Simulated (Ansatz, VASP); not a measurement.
## Two plane-wave programs on BeS

The input INCAR:

```
ALGO = Normal
EDIFF = 1E-6
ENCUT = 520
GGA = PE
ISIF = 2
ISMEAR = 0
LASPH = T
LCHARG = F
LREAL = F
LWAVE = F
NBANDS = 11
NELM = 60
PREC = Accurate
SIGMA = 0.02
```

File KPOINTS:

```
k-points
0
Gamma
  8 8 8
```

POSCAR

```
BeS
1.0
    0.0000000000      2.5168692549      2.5168692549
    2.5168692549      0.0000000000      2.5168692549
    2.5168692549      2.5168692549      0.0000000000
Be S
1 1
Direct
    0.7500000000      0.7500000000      0.7500000000
    0.0000000000      0.0000000000      0.0000000000
```

Input for Ansatz:

```yaml
crystal:
  lattice:
    - [0.0, 2.5168692549, 2.5168692549]
    - [2.5168692549, 0.0, 2.5168692549]
    - [2.5168692549, 2.5168692549, 0.0]
  atoms:
    - { symbol: Be, position: [0.75, 0.75, 0.75] }
    - { symbol: S, position: [0.0, 0.0, 0.0] }
basis:
  ecutwfc: 420
kpoints:
  mp_grid: { grid: [8, 8, 8] }
hamiltonian:
  xc: pbe
scf:
  occupations: { method: gaussian, width: 0.02 }
output:
  forces: true
  stress: true
  eigenvalues: true
```

Alike in both runs: task single point; functional PBE; k mesh 8 × 8 × 8; occupations gaussian, width 0.02 eV; no spin polarisation.

|  | VASP | Ansatz |
| --- | --- | --- |
| version | VASP 6.6.1 | Ansatz 0.2.0 |
| potentials or method | VASP PAW PBE potentials, release 64 (Be, S) | scalar-relativistic, plane waves, PAW |
| plane-wave cutoff (eV) | 520 | 420 |
| valence electrons in the cell | 8 | 8 |

|  | VASP | Ansatz | Ansatz less VASP |
| --- | --- | --- | --- |
| gap on the k mesh at the Fermi level (eV) | 3.33 | 3.33 | -0.001 |
| least direct gap on the mesh (eV) | 4.98 | 4.98 | +0.002 |
| pressure (GPa) | -7.4 | -7.4 | -0.01 |

A k mesh can miss the band edges. A hybrid or GW would open this gap; PBE tends to underestimate it.
